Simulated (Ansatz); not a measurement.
# SiNi: the cost of one run

Method: DFT LDA, scalar-relativistic, in Ansatz 0.2.0.

**1. The starting structure**

Symmetry: Pmmn, No. 59, orthorhombic system. Conventional cell: a = 3.027 Å, b = 3.274 Å, c = 4.698 Å, α = 90.00°, β = 90.00°, γ = 90.00°. Around Si (site symmetry mm2) lie 6 Ni at 2.34 to 2.40 Å and 4 Si at 2.68 Å. Ni (site symmetry mm2) is surrounded by 6 Si at 2.34 to 2.40 Å and 4 Ni at 2.67 Å.

As a file:

```
CELL_PARAMETERS angstrom
3.02662 0.00000 0.00000
0.00000 3.27350 0.00000
0.00000 0.00000 4.69776
ATOMIC_POSITIONS crystal
Si 0.50000 0.50000 0.84230
Si 0.00000 0.00000 0.15770
Ni 0.50000 0.50000 0.34422
Ni 0.00000 0.00000 0.65578
```

Atoms are numbered in the order of the input: Si1, Si2, Ni3, Ni4.

**2. Volume × 0.96, LAPW**

The input, input.yaml:

```yaml
crystal:
  lattice:
    - [2.9857147154, 0.0, 0.0]
    - [0.0, 3.2292580901, 0.0]
    - [0.0, 0.0, 4.6342689737]
  atoms:
    - { symbol: Si, position: [0.5, 0.5, 0.8423] }
    - { symbol: Si, position: [0.0, 0.0, 0.1577] }
    - { symbol: Ni, position: [0.5, 0.5, 0.34422], spin: 1.5 }
    - { symbol: Ni, position: [0.0, 0.0, 0.65578], spin: 1.5 }
magnetization:
  spin_polarized: true
kpoints:
  mp_grid: { grid: [11, 10, 7] }
  band_path:
    path:
      - [0.0, 0.0, 0.0]
      - [0.5, 0.0, 0.0]
      - [0.5, 0.5, 0.0]
      - [0.0, 0.5, 0.0]
      - [0.0, 0.0, 0.0]
      - [0.0, 0.0, 0.5]
      - [0.5, 0.0, 0.5]
      - [0.5, 0.5, 0.5]
      - [0.0, 0.5, 0.5]
    npoints: 5
scf:
  occupations: { method: fermi_dirac, width: 0.05 }
hamiltonian:
  xc: lda
  pseudopotentials: { kind: all_electron, lapw: { basis_error: 0.001 } }
output:
  forces: true
  stress: true
  eigenvalues: true
```

Started as:

```bash
> ansatz run input.yaml --threads 1 --pin off --max-ram 6144MiB --backend cpu --events-out ev --progress --plain --runs-dir out
```

What time and memory should one allow on 1 thread of Arm Neoverse V1, shared host?

About 3.9 min, with a peak of 1.3 GiB.
